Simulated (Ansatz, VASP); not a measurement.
## Na in VASP and in Ansatz

File POSCAR:

```
Na
1.0
   -1.8882910800      1.8882910800      2.6372766800
    1.8882910800     -1.8882910800      2.6372766800
    1.8882910800      1.8882910800     -2.6372766800
Na
1
Direct
    0.0000000000      0.0000000000      0.0000000000
```

Contents of INCAR.step1:

```
  PREC = Accurate
  ENCUT = 520
  ISMEAR = 0
  SIGMA = 0.1
  LREAL = False
  LASPH = True
  NELM = 100
  NBANDS = 10
  GGA = PE
  ALGO = Normal
  EDIFF = 1E-4
  LWAVE = True
  LCHARG = False
```

INCAR.step2

```
  PREC = Accurate
  ENCUT = 520
  EDIFF = 1E-6
  ISMEAR = 0
  SIGMA = 0.1
  LREAL = False
  LASPH = True
  NELM = 100
  ALGO = Normal
  ISIF = 2
  LWAVE = False
  LCHARG = True
  METAGGA = R2SCAN
  LMIXTAU = True
  LELF = True
  LVHAR = True
  NBANDS = 10
  ISTART = 1
```

KPOINTS

```
Automatic mesh
0
Gamma
  6 6 6
```

Input for Ansatz:

```yaml
crystal:
  lattice:
    - [-1.88829108, 1.88829108, 2.63727668]
    - [1.88829108, -1.88829108, 2.63727668]
    - [1.88829108, 1.88829108, -2.63727668]
  atoms:
    - { symbol: Na, position: [0.0, 0.0, 0.0] }
basis:
  ecutwfc: 500
kpoints:
  mp_grid: { grid: [6, 6, 6] }
hamiltonian:
  xc: r2scan
scf:
  occupations: { method: gaussian, width: 0.1 }
output:
  forces: true
  stress: true
  eigenvalues: true
```

This isn't the form of Na at room conditions, which is bcc.

Alike in both runs: task single point; functional r2SCAN; k mesh 6 × 6 × 6; occupations gaussian, width 0.1 eV; no spin polarisation.

|  | VASP | Ansatz |
| --- | --- | --- |
| version | VASP 6.6.1 | Ansatz 0.2.0 |
| potentials or method | VASP PAW PBE potentials, release 64 (Na_pv) | scalar-relativistic, plane waves, PAW |
| plane-wave cutoff (eV) | 520 | 500 |
| valence electrons in the cell | 7 | 9 |

|  | VASP | Ansatz | Ansatz less VASP |
| --- | --- | --- | --- |
| gap on the k mesh at the Fermi level (eV) | none | none | - |
| pressure (GPa) | 0.0 | 0.1 | +0.03 |
| largest component of the traceless stress (GPa) | 0.12 | 0.11 | -0.009 |

A gap of «none» marks a metal or a gap that the smearing closes. The functional is the same, so the differences come from potentials, cutoffs and numerics. The two sets of potentials don't hold the same shells in valence.

Caveats: the k mesh is coarse (spacing up to 0.39 Å⁻¹), so the values aren't converged; the PAW data sets were made with another functional, which shifts forces and pressure a little (VASP).
